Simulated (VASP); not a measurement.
# BN (P6_3/mmc) in VASP: further runs, part 2 of 2

VASP 6.6.1.

### Step 4. Single point, r2SCAN+D3(BJ)

This run uses another cell than the first one, of 7.11 Å³/atom, 0.790 times its volume.

Contents of POSCAR:

```
BN
1.0
    2.4673733839      0.0000000000      0.0000000000
   -1.2336866920      2.1368080311      0.0000000000
    0.0000000000      0.0000000000      5.3930035495
B N
2 2
Direct
    0.3333333333      0.6666666667      0.2500000000
    0.6666666667      0.3333333333      0.7500000000
    0.3333333333      0.6666666667      0.7500000000
    0.6666666667      0.3333333333      0.2500000000
```

Contents of INCAR.step1:

```
PREC     = Accurate       # precision mode
ENCUT    = 520            # plane-wave cutoff, eV
ISMEAR   = 0              # smearing method
SIGMA    = 0.05           # smearing width, eV
LREAL    = False          # projectors in reciprocal space
LASPH    = True           # aspherical terms in the spheres
NELM     = 100            # most SCF steps
NBANDS   = 16             # bands
GGA      = PE             # functional
ALGO     = Normal         # electronic algorithm
EDIFF    = 1E-4           # SCF threshold, eV
LWAVE    = True           # write WAVECAR
LCHARG   = False          # write CHGCAR
```

Contents of INCAR.step2:

```
PREC     = Accurate       # precision mode
ENCUT    = 520            # plane-wave cutoff, eV
EDIFF    = 1E-6           # SCF threshold, eV
ISMEAR   = 0              # smearing method
SIGMA    = 0.05           # smearing width, eV
LREAL    = False          # projectors in reciprocal space
LASPH    = True           # aspherical terms in the spheres
NELM     = 100            # most SCF steps
ALGO     = Normal         # electronic algorithm
ISIF     = 2              # what is computed and relaxed
LWAVE    = False          # write WAVECAR
LCHARG   = True           # write CHGCAR
METAGGA  = R2SCAN         # meta-GGA
LMIXTAU  = True         
IVDW     = 12             # dispersion correction
LELF     = True           # ELF
LVHAR    = True         
VDW_S6   = 1.0          
VDW_S8   = 0.78981345   
VDW_A1   = 0.49484001   
VDW_A2   = 5.73083694   
NBANDS   = 16             # bands
ISTART   = 1
```

Contents of KPOINTS:

```
Automatic mesh
0
Gamma
  10 10 4
```

Potentials or basis: VASP PAW PBE potentials, release 64 (B, N).

On the command line:

```
$ cat potpaw_PBE.64/B/POTCAR potpaw_PBE.64/N/POTCAR > POTCAR
$ cp INCAR.step1 INCAR
$ mpirun -np 1 vasp_std > vasp.out
$ cp INCAR.step2 INCAR
$ mpirun -np 1 vasp_std > vasp.out
```

OUTCAR:

```text
PREC = Accurate
   ENCUT = 520
   EDIFF = 1E-6
   ISMEAR = 0
   LREAL = False
   LASPH = True
   NELM = 100
   ISIF = 2
   METAGGA = R2SCAN
   IVDW = 12
   ISTART = 1
 IVDW          = 12

 ion  position               nearest neighbor table
   1  0.333  0.667  0.250-   4 1.42   4 1.42   4 1.42
   2  0.667  0.333  0.750-   3 1.42   3 1.42   3 1.42
   3  0.333  0.667  0.750-   2 1.42   2 1.42   2 1.42
   4  0.667  0.333  0.250-   1 1.42   1 1.42   1 1.42

  LATTYP: Found a hexagonal cell.
[... 658 lines left out ...]

 E8    (eV) :    -0.0750

  FORCE on cell =-STRESS in cart. coord.  units (eV):
  Direction    XX          YY          ZZ          XY          YZ          ZX
  --------------------------------------------------------------------------------------
  -------------------------------------------------------------------------------------
  Total       3.53298     3.53298     3.28029    -0.00000    -0.00000     0.00000
  in kB     199.07694   199.07694   184.83838    -0.00000    -0.00000     0.00000
  external pressure =      194.33 kB  Pullay stress =        0.00 kB

 VOLUME and BASIS-vectors are now :
 -----------------------------------------------------------------------------
  energy-cutoff  :      520.00
  volume of cell :       28.43
      direct lattice vectors                 reciprocal lattice vectors
     2.467373384  0.000000000  0.000000000     0.405289287  0.233993879  0.000000000
    -1.233686692  2.136808031  0.000000000     0.000000000  0.467987758  0.000000000
     0.000000000  0.000000000  5.393003550     0.000000000  0.000000000  0.185425430

 POSITION                                       TOTAL-FORCE (eV/Angst)
 -----------------------------------------------------------------------------------
     -0.00000      1.42454      1.34825        -0.000000      0.000000      0.000000
      1.23369      0.71227      4.04475         0.000000     -0.000000      0.000000
     -0.00000      1.42454      4.04475         0.000000     -0.000000      0.000000
      1.23369      0.71227      1.34825        -0.000000      0.000000      0.000000
 -----------------------------------------------------------------------------------
    total drift:                               -0.000000      0.000000      0.000000

  FREE ENERGIE OF THE ION-ELECTRON SYSTEM (eV)
  ---------------------------------------------------
  free  energy   TOTEN  =       -38.5568357329 eV

  energy  without entropy=      -38.5568357329  energy(sigma->0) =      -38.55683573
```

OSZICAR.step1:

```text
N       E                     dE             d eps       ncg     rms          rms(c)
DAV:   1     0.437614615839E+02    0.43761E+02   -0.83065E+03  1344   0.955E+02
DAV:   2    -0.355738433108E+02   -0.79335E+02   -0.72511E+02  1872   0.230E+02
DAV:   3    -0.381676332234E+02   -0.25938E+01   -0.25876E+01  1656   0.403E+01
DAV:   4    -0.381779421035E+02   -0.10309E-01   -0.10308E-01  1720   0.275E+00
DAV:   5    -0.381779975819E+02   -0.55478E-04   -0.55478E-04  1616   0.193E-01    0.116E+01
DAV:   6    -0.350064071652E+02    0.31716E+01   -0.44677E+00  1672   0.174E+01    0.527E+00
DAV:   7    -0.347256446697E+02    0.28076E+00   -0.63122E-01  1760   0.603E+00    0.323E+00
DAV:   8    -0.346678672059E+02    0.57777E-01   -0.16246E-01  1712   0.292E+00    0.413E-01
DAV:   9    -0.346641538989E+02    0.37133E-02   -0.10302E-02  1656   0.911E-01    0.204E-01
DAV:  10    -0.346646499260E+02   -0.49603E-03   -0.95036E-04  1560   0.241E-01    0.321E-02
DAV:  11    -0.346646799791E+02   -0.30053E-04   -0.66755E-05  1312   0.726E-02
   1 F= -.34664680E+02 E0= -.34664680E+02  d E =-.401569E-23
```

Wall time 86 s (1 thread of Intel Xeon Platinum 8375C at 2.90GHz (Ice Lake), shared host); peak memory 0.16 GiB.

Results:

```
Free energy                : -38.5568 eV
Pressure                   : 19.4 GPa
Band gap on the k mesh     : 4.64 eV, indirect (least direct gap 5.08 eV)
Dispersion energy per atom : -0.087 eV
```

Stress tensor (GPa, compression positive):
```
19.91  0.00  0.00
 0.00 19.91  0.00
 0.00  0.00 18.48
```

Caveat: so large a pressure means that the cell lies far from this level's equilibrium, or that cutoff or potentials fall short; the potentials were made for another functional, which shifts forces and pressure. r2SCAN opens gaps a little over a GGA but as a rule still falls short of measured ones.

### Step 5. Relaxation of shape and atoms at fixed volume, r2SCAN+D3(BJ)

This run uses another cell than the first one, of 7.11 Å³/atom, 0.790 times its volume.

Contents of POSCAR:

```
BN
1.0
    2.4364924258      0.0000000000      0.0000000000
   -1.2182462129      2.1100643369      0.0000000000
    0.0000000000      0.0000000000      5.5305755076
B N
2 2
Direct
    0.3333333333      0.6666666667      0.2500000000
    0.6666666667      0.3333333333      0.7500000000
    0.3333333333      0.6666666667      0.7500000000
    0.6666666667      0.3333333333      0.2500000000
```

Contents of INCAR.step1:

```
  ALGO = Normal
  EDIFF = 1E-4
  ENCUT = 600
  GGA = PE
  ISMEAR = 0
  LASPH = T
  LCHARG = F
  LREAL = F
  LWAVE = T
  NELM = 100
  PREC = Accurate
  SIGMA = 0.05
```

Contents of INCAR.step2:

```
  ALGO = Normal
  EDIFF = 1E-7
  EDIFFG = -0.01
  ENCUT = 600
  IBRION = 2
  ISIF = 4
  ISMEAR = 0
  ISTART = 1
  IVDW = 12
  LASPH = T
  LCHARG = F
  LMIXTAU = T
  LREAL = F
  LWAVE = F
  METAGGA = R2SCAN
  NELM = 100
  NSW = 60
  PREC = Accurate
  SIGMA = 0.05
  VDW_A1 = 0.49484001
  VDW_A2 = 5.73083694
  VDW_S6 = 1.0
  VDW_S8 = 0.78981345
```

Contents of KPOINTS:

```
k-points
0
Gamma
  10 10 4
```

On the command line:

```
$ cat potpaw_PBE.64/B/POTCAR potpaw_PBE.64/N/POTCAR > POTCAR
$ cp INCAR.step1 INCAR
$ mpirun -np 1 vasp_std > vasp.out
$ cp INCAR.step2 INCAR
$ mpirun -np 1 vasp_std > vasp.out
```

Wall time 4.2 min (1 thread of Intel Xeon Platinum 8375C at 2.90GHz (Ice Lake), shared host); peak memory 0.17 GiB.

Results (log left out):

| Item | Value |
| --- | --- |
| Free energy | -38.5608 eV |
| Energy gained by relaxing | 13.7 meV/atom |
| Ionic steps | 3 |
| Pressure after relaxing | 18.9 GPa |
| Band gap on the k mesh | 4.63 eV, indirect (least direct gap 5.07 eV) |
| Dispersion energy per atom | -0.087 eV |

Step by step:
| step | energy change (eV) | largest force (eV/Å) | pressure (GPa) | volume (Å³) |
| --- | --- | --- | --- | --- |
| 1 | 0.0000 | 0.0000 | 30.96 | 28.43 |
| 2 | -0.0510 | 0.0000 | 15.81 | 28.43 |
| 3 | -0.0548 | 0.0000 | 18.86 | 28.43 |

Final structure:
```
B N
1.0
     2.46920    0.00000    0.00000
    -1.23460    2.13839    0.00000
     0.00000    0.00000    5.38505
B N
2 2
Direct
  0.33333 0.66667 0.25000
  0.66667 0.33333 0.75000
  0.33333 0.66667 0.75000
  0.66667 0.33333 0.25000
```

Levels at points of the mesh, in eV from the valence-band top:
```
           k point  band 4  band 5  band 6  band 7  band 8  band 9  band 10  band 11  band 12
(0.00, 0.00, 0.00)   -2.77   -1.65   -1.65   -1.40   -1.40    7.79    12.12    12.12    12.70
(0.50, 0.00, 0.00)   -9.52   -4.77   -4.39   -2.76   -0.31    4.81     7.76    10.39    10.92
(0.00, 0.00, 0.50)   -5.78   -1.53   -1.53   -1.53   -1.53   11.39    11.39    12.40    12.40
(0.50, 0.00, 0.50)   -9.74   -4.58   -4.58   -1.22   -1.22    5.24     5.24    10.95    10.95
```

Caveat: the PAW data sets were made with another functional, which shifts forces and pressure a little. r2SCAN opens gaps a little over a GGA but as a rule still falls short of measured ones.

### Step 6. Overview

```tsv
task	level	cell	cutoff (eV)	gap on the mesh (eV)	pressure (GPa)
single point	PBE+D3(BJ)	P6_3/mmc, 9.0 Å³/atom	520	4.22	0.1
relaxation of cell and atoms	PBE+D3(BJ)	relaxed	600	4.23	-0.1
single point	r2SCAN+D3(BJ)	P6_3/mmc, 7.11 Å³/atom	520	4.64	19.4
relaxation of shape and atoms at fixed volume	r2SCAN+D3(BJ)	relaxed at fixed volume	600	4.63	18.9
```

Alike in all rows: potentials or basis VASP PAW PBE potentials, release 64 (B, N); no spin polarisation; k mesh 10 × 10 × 4; smearing gaussian 0.05 eV.

Caveats: so large a pressure means that the cell lies far from this level's equilibrium, or that cutoff or potentials fall short (some runs); the potentials were made for another functional, which shifts forces and pressure (some runs); the PAW data sets were made with another functional, which shifts forces and pressure a little (some runs).

Total energies depend on the potentials used, so only differences within one code and one set of settings carry meaning.
